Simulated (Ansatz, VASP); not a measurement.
# Ir: VASP beside Ansatz

Contents of INCAR:

```
SYSTEM = Ir
PREC = Accurate
ENCUT = 520
EDIFF = 1E-7
ISMEAR = 0
SIGMA = 0.1
LREAL = .FALSE.
LASPH = .TRUE.
NELM = 60
ALGO = Fast
ISIF = 2
LWAVE = .FALSE.
LCHARG = .TRUE.
GGA = PE
LELF = .TRUE.
LVHAR = .TRUE.
NBANDS = 10
```

The input KPOINTS:

```
Automatic mesh
0
G
  18 18 18
  0 0 0
```

POSCAR

```
Ir
1.0
    0.0000000000      1.9649092820      1.9649092820
    1.9649092820      0.0000000000      1.9649092820
    1.9649092820      1.9649092820      0.0000000000
Ir
1
Direct
    0.0000000000      0.0000000000      0.0000000000
```

Input for Ansatz:

```yaml
crystal:
  lattice:
    - [0.0, 1.964909282, 1.964909282]
    - [1.964909282, 0.0, 1.964909282]
    - [1.964909282, 1.964909282, 0.0]
  atoms:
    - { symbol: Ir, position: [0.0, 0.0, 0.0] }
basis:
  ecutwfc: 420
kpoints:
  mp_grid: { grid: [18, 18, 18] }
hamiltonian:
  xc: pbe
scf:
  occupations: { method: gaussian, width: 0.1 }
output:
  forces: true
  stress: true
  eigenvalues: true
```

Alike in both runs: task single point; functional PBE; k mesh 18 × 18 × 18; occupations gaussian, width 0.1 eV; no spin polarisation.

|  | VASP | Ansatz |
| --- | --- | --- |
| version | VASP 6.6.1 | Ansatz 0.2.0 |
| potentials or method | VASP PAW PBE potentials, release 64 (Ir) | scalar-relativistic, plane waves, PAW |
| plane-wave cutoff (eV) | 520 | 420 |
| valence electrons in the cell | 9 | 17 |

Ansatz gave:

| Quantity | Value |
| --- | --- |
| gap on the k mesh at the Fermi level (eV) | none |
| pressure (GPa) | -14.1 |

Problem. What did VASP give for the same quantities?

Solution. gap on the k mesh at the Fermi level (eV): none; pressure (GPa): -13.8.

A gap of «none» marks a metal or a gap that the smearing closes. The functional is the same, so the differences come from potentials, cutoffs and numerics. The two sets of potentials don't hold the same shells in valence.

Spin-orbit coupling is left out, which matters for the levels of Ir.
